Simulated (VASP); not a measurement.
# AlN (Fm-3m) in VASP: notebook

One crystal, AlN, is run at these levels: PBE; tasks: G0W0 quasiparticle levels.

Program: VASP 6.6.1. These are calculated values, not measurements. Logs are shortened: lines on timing, memory, paths and dates and some standing lists are left out, and cuts for length are marked.

### Step 1. Starting point

It takes space group Fm-3m (No. 225, cubic). The conventional cell has a = 4.069 Å, b = 4.069 Å, c = 4.069 Å, α = 90.00°, β = 90.00°, γ = 90.00°. Around Al (site symmetry m-3m) lie 6 N at 2.03 Å. N (site symmetry m-3m) is surrounded by 6 Al at 2.03 Å.

Measurements of this composition are mostly on another form, of space group No. 186.

### Step 2. G0W0 quasiparticle levels, PBE

POSCAR

```
AlN
1.0
    0.0000000000      2.0345180000      2.0345180000
    2.0345180000      0.0000000000      2.0345180000
    2.0345180000      2.0345180000      0.0000000000
Al N
1 1
Direct
    0.5000000000      0.5000000000      0.5000000000
    0.0000000000      0.0000000000      0.0000000000
```

INCAR.step1

```
SYSTEM = AlN
PREC = Accurate
ENCUT = 450
EDIFF = 1E-8
ISMEAR = 0
SIGMA = 0.01
LREAL = .False.
LASPH = .True.
NELM = 100
ALGO = Fast
LWAVE = .True.
LCHARG = .False.
GGA = PE
```

INCAR.step2

```
SYSTEM = AlN
PREC = Accurate
ENCUT = 450
EDIFF = 1E-8
ISMEAR = 0
SIGMA = 0.01
LREAL = .False.
LASPH = .True.
NELM = 1
ALGO = Exact
LWAVE = .True.
LCHARG = .False.
GGA = PE
NBANDS = 71
LOPTICS = .True.
ISTART = 1
```

INCAR.step3

```
SYSTEM = AlN
PREC = Accurate
ENCUT = 450
EDIFF = 1E-8
ISMEAR = 0
SIGMA = 0.01
LREAL = .False.
LASPH = .True.
ALGO = EVGW0
LWAVE = .False.
LCHARG = .False.
GGA = PE
NELMGW = 1
NBANDS = 71
ENCUTGW = 75
NOMEGA = 48
PRECFOCK = Fast
ISTART = 1
NBANDSGW = 12
```

KPOINTS

```
regular mesh
0
Gamma
  3 3 3
  0 0 0
```

Potentials or basis: VASP PAW PBE potentials, release 64 (Al_GW, N_GW).

On the command line:

```console
$ cat potpaw_PBE.64/Al_GW/POTCAR potpaw_PBE.64/N_GW/POTCAR > POTCAR
$ cp INCAR.step1 INCAR
$ mpirun -np 1 vasp_std > vasp.out
$ cp INCAR.step2 INCAR
$ mpirun -np 1 vasp_std > vasp.out
$ cp INCAR.step3 INCAR
$ mpirun -np 1 vasp_std > vasp.out
```

OUTCAR:

```text
SYSTEM = AlN
   PREC = Accurate
   ENCUT = 450
   EDIFF = 1E-8
   ISMEAR = 0
   LREAL = .False.
   LASPH = .True.
   GGA = PE
   NELMGW = 1
   ENCUTGW = 75
   PRECFOCK = Fast
   ISTART = 1

 Found      4 irreducible k-points:

 Following reciprocal coordinates:
            Coordinates               Weight
  0.000000  0.000000  0.000000      1.000000
  0.333333  0.000000  0.000000      8.000000
  0.333333  0.333333  0.000000      6.000000
 -0.333333  0.333333  0.000000     12.000000
   k-points           NKPTS =      4   k-points in BZ     NKDIM =     27   number of bands    NBANDS=     71
   number of dos      NEDOS =    301   number of ions     NIONS =      2
   total plane-waves  NPLWV =   8000
   dimension x,y,z NGX =    20 NGY =   20 NGZ =   20
   dimension x,y,z NGXF=    40 NGYF=   40 NGZF=   40
   ions per type =               1   1
   NGX,Y,Z   is equivalent  to a cutoff of  11.56, 11.56, 11.56 a.u.
   NGXF,Y,Z  is equivalent  to a cutoff of  23.11, 23.11, 23.11 a.u.
 SYSTEM =  AlN
   PREC   = accura    normal or accurate (medium, high low for compatibility)
   ISTART =      1    job   : 0-new  1-cont  2-samecut
   ICHARG =      0    charge: 1-file 2-atom 10-const
   ISPIN  =      1    spin polarized calculation?
   LNONCOLLINEAR =      F non collinear calculations
   LSORBIT =      F    spin-orbit coupling
   LASPH  =      T    aspherical Exc in radial PAW
   ENCUT  =  450.0 eV  33.07 Ry    5.75 a.u.   4.98  4.98  4.98*2*pi/ulx,y,z
   NELM   =     60;   NELMIN=  2; NELMDL=  0     # of ELM steps
   EDIFF  = 0.1E-07   stopping-criterion for ELM
   LREAL  =      F    real-space projection
   EDIFFG = 0.1E-06   stopping-criterion for IOM
   NSW    =      0    number of steps for IOM
   IBRION =     -1    ionic relax: 0-MD 1-quasi-New 2-CG
   NFREE  =      0    steps in history (QN), initial steepest desc. (CG)
   ISIF   =      0    stress and relaxation
   ISYM   =      3    0-nonsym 1-usesym 2-fastsym
   POTIM  = 0.5000    time-step for ionic-motion
   TEBEG  =    0.0;   TEEND  =   0.0 temperature during run
   PSTRESS=    0.0 pullay stress
   NELECT =       8.0000    total number of electrons
   NUPDOWN=      -1.0000    fix difference up-down
   EMIN   =  10.00;   EMAX   =-10.00  energy-range for DOS
   EFERMI =   0.00;   METHOD = LEGACY
   ISMEAR =     0;   SIGMA  =   0.01  broadening in eV -4-tet -1-fermi 0-gaus
   EFERMI_NEDOS =   21; number of points for ismear=-14 and -15
   IALGO  =     38    algorithm
   IMIX   =      4    mixing-type and parameters
     AMIX     =   0.40;   BMIX     =  1.00
     AMIX_MAG =   1.60;   BMIX_MAG =  1.00
  volume/ion in A,a.u.               =       8.42        56.83
  Fermi-wavevector in a.u.,A,eV,Ry     =   1.277321  2.413786 22.198561  1.631548
  Thomas-Fermi vector in A             =   2.409927
   LORBIT       =      0    0 simple, 1 ext, 2 COOP (PROOUT), +10 PAW based schemes
   GGA     = PE    functional components
   LHFCALC =     T    Hartree Fock is set to
   PRECFOCK=fast      Normal, Fast or Accurate (Low or Medium for compatibility)
   ENCUT4O =  -1.0   cutoff for four orbital integrals eV
   NKREDX  =     1    reduce k-point grid by
   NKREDY  =     1    reduce k-point grid by
   NKREDZ  =     1    reduce k-point grid by
   AEXX    =    1.0000 exact exchange contribution
   HFSCREEN=    0.0000 screening length (either q_TF or 0.3 A-1)
   HFSCREENC=   0.0000 screening length for correlation (either q_TF or 0.3 A-1)
   ENCUTFOCK=  -1.0 apply spherical cutoff to Coloumb kernel
   IVDW    =     0    specifies the selected vdW correction
   LEPSILON=     F    determine dielectric tensor
   LRPA    =     F    only Hartree local field effects (RPA)
   LRPAFORCE           =     F    calculate RPA forces
   ENCUTGW             =  75.0    cutoff for response function in eV
   ENCUTGWSOFT         =  60.0    soft cutoff for Coulomb kernel in GW response function in eV
   ENCUTLF             =  -1.0    cutoff for local field effects
   NELMGW              =     1    number of iterations in solving QP/BSE equation
   NELMHF              =     1    number of iterations in the inner HF iteration
   NKREDLFX            =     1    NKREDLFY  =   1   NKREDLFZ  =   1
 non-spin polarized calculation
 Gauss-broadening in eV      SIGMA  =   0.01
  energy-cutoff  :      450.00
  volume of cell :       16.84
 maximum number of plane-waves:       375
  NGX = 12; NGY = 12; NGZ = 12
   NGX =  9   NGY =  9   NGZ =  9
 maximum number of plane-waves:        27
 NGX is ok and might be reduce to    10

 QP shifts <psi_nk| G(iteration)W_0 |psi_nk>: iteration 1
 for sc-GW calculations column KS-energies equals QP-energies in previous step
 and V_xc(KS)=  KS-energies - (<T + V_ion + V_H > + <T+V_H+V_ion>^1  + <V_x>^1)

 k-point   1 :       0.0000    0.0000    0.0000
  band No.  KS-energies  QP-energies   sigma(KS)   V_xc(KS)     V^pw_x(r,r')   Z            occupation Imag(sigma)

      1      -8.8172     -10.1681     -16.4509     -14.5806     -24.7400       0.7222       2.0000       1.3255
      2       8.6417       8.3080     -17.7551     -17.3361     -21.4544       0.7966       2.0000       0.1325
      3       8.6417       8.3080     -17.7551     -17.3361     -21.4544       0.7966       2.0000       0.1325
      4       8.6417       8.3080     -17.7551     -17.3361     -21.4544       0.7966       2.0000       0.1325
      5      13.9874      14.9680     -13.3650     -14.5891      -8.4956       0.8010       0.0000      -0.1270
      6      20.5617      21.3168      -9.6706     -10.5979      -4.3058       0.8143       0.0000      -0.1611
      7      20.5617      21.3168      -9.6706     -10.5979      -4.3058       0.8143       0.0000      -0.1611
      8      20.5617      21.3168      -9.6706     -10.5979      -4.3058       0.8143       0.0000      -0.1611
      9      25.6576      25.7456      -9.2857      -9.4010      -2.4763       0.7636       0.0000      -0.5153
     10      26.0934      27.1690     -10.1316     -11.4784      -4.4140       0.7987       0.0000      -0.2414
     11      26.0934      27.1690     -10.1316     -11.4784      -4.4140       0.7987       0.0000      -0.2414
     12      26.9887      27.9520      -9.9006     -11.1255      -2.8392       0.7864       0.0000      -0.6219

 k-point   2 :       0.3333    0.0000    0.0000
  band No.  KS-energies  QP-energies   sigma(KS)   V_xc(KS)     V^pw_x(r,r')   Z            occupation Imag(sigma)

      1      -6.7794      -8.1183     -17.1607     -15.3478     -25.0140       0.7385       2.0000       1.1342
      2       2.4183       1.4715     -15.4404     -14.2132     -19.8467       0.7715       2.0000       0.2230
      3       7.8138       7.3614     -17.3665     -16.7996     -21.1358       0.7981       2.0000       0.1356
      4       7.8138       7.3614     -17.3665     -16.7996     -21.1358       0.7981       2.0000       0.1356
      5      14.9153      15.6746     -11.5068     -12.4413      -6.5533       0.8126       0.0000      -0.1325
      6      19.9451      20.8329      -9.8498     -10.9479      -4.4350       0.8085       0.0000      -0.1673
      7      19.9451      20.8329      -9.8498     -10.9479      -4.4350       0.8085       0.0000      -0.1673
      8      20.5266      22.0189     -13.5870     -15.5074      -7.9218       0.7771       0.0000      -0.2078
      9      24.7169      25.3363      -9.2850     -10.0992      -2.5506       0.7607       0.0000      -0.4066
     10      26.1280      27.0034     -10.0792     -11.1890      -3.7446       0.7888       0.0000      -0.3879
     11      26.1280      27.0034     -10.0792     -11.1890      -3.7446       0.7888       0.0000      -0.3879
     12      35.9566      37.3486     -10.6290     -12.4202      -3.1438       0.7771       0.0000      -1.0467

 k-point   3 :       0.3333    0.3333    0.0000
  band No.  KS-energies  QP-energies   sigma(KS)   V_xc(KS)     V^pw_x(r,r')   Z            occupation Imag(sigma)

      1      -6.1445      -7.5070     -17.3664     -15.6317     -25.1383       0.7854       2.0000       1.0927
      2       3.1982       2.3081     -15.9962     -14.8519     -20.3329       0.7778       2.0000       0.2025
      3       6.3899       5.7358     -16.6079     -15.7804     -20.4914       0.7905       2.0000       0.1456
      4       6.3899       5.7358     -16.6079     -15.7804     -20.4914       0.7905       2.0000       0.1456
      5      14.5362      15.3928     -10.5473     -11.5984      -5.7147       0.8149       0.0000      -0.1245
      6      14.7645      15.2487      -9.5491     -10.1370      -4.6570       0.8236       0.0000      -0.1264
      7      20.6610      22.0565     -13.3116     -15.1054      -7.5327       0.7779       0.0000      -0.2140
      8      24.3480      25.5906     -11.6913     -13.3184      -5.2756       0.7637       0.0000      -0.3407
      9      24.3480      25.5906     -11.6913     -13.3184      -5.2756       0.7637       0.0000      -0.3407
     10      29.3535      30.5125     -10.2042     -11.6555      -4.1244       0.7986       0.0000      -0.4051
     11      33.2533      34.1354      -9.0442     -10.1294      -1.8393       0.8129       0.0000      -0.9056
     12      33.2533      34.1354      -9.0442     -10.1294      -1.8393       0.8129       0.0000      -0.9056

 k-point   4 :      -0.3333    0.3333    0.0000
  band No.  KS-energies  QP-energies   sigma(KS)   V_xc(KS)     V^pw_x(r,r')   Z            occupation Imag(sigma)

      1      -4.8088      -6.0051     -18.2167     -16.6934     -26.0140       0.7853       2.0000       0.9771
      2       2.4746       1.5201     -14.9511     -13.7206     -19.1605       0.7757       2.0000       0.2123
      3       2.7783       1.7960     -15.0326     -13.7664     -19.2138       0.7758       2.0000       0.2039
      4       6.7059       6.1031     -16.7909     -16.0312     -20.6361       0.7935       2.0000       0.1422
      5      14.9498      15.6783     -10.0849     -10.9767      -5.1572       0.8169       0.0000      -0.1274
      6      18.9626      20.3121     -13.0394     -14.7418      -7.8571       0.7928       0.0000      -0.1648
      7      20.4573      21.7901     -13.0646     -14.7638      -7.5244       0.7844       0.0000      -0.1966
      8      21.9832      23.1459     -10.7922     -12.2465      -4.9831       0.7995       0.0000      -0.2365
      9      24.8370      25.6396     -10.3515     -11.3985      -3.7527       0.7666       0.0000      -0.3707
     10      28.3344      29.0875      -9.6027     -10.5322      -3.1688       0.8103       0.0000      -0.5252
     11      31.7419      32.6203      -9.5502     -10.6832      -2.2499       0.7753       0.0000      -0.7993
     12      35.0344      36.4155     -11.1717     -12.9358      -3.8165       0.7829       0.0000      -0.9930
```

Run time: 5.5 s. Hardware: 1 thread of Intel Xeon 6975P-C (Granite Rapids), shared host; peak memory 0.13 GiB.

The run converged, but some of its settings lie outside the range that counts as converged, so its numbers aren't taken as properties of the crystal.

What came out:

- Band gap on the k mesh, mean-field level: 5.35 eV, direct
- Quasiparticle gap: 6.66 eV
- Least direct quasiparticle gap: 6.66 eV

Caveat: the k mesh is coarse (spacing up to 0.89 Å⁻¹), so the values aren't converged; bands, screening cutoff and mesh are small and nothing is extrapolated, so the quasiparticle values aren't converged.

[end of part 1 of 2]
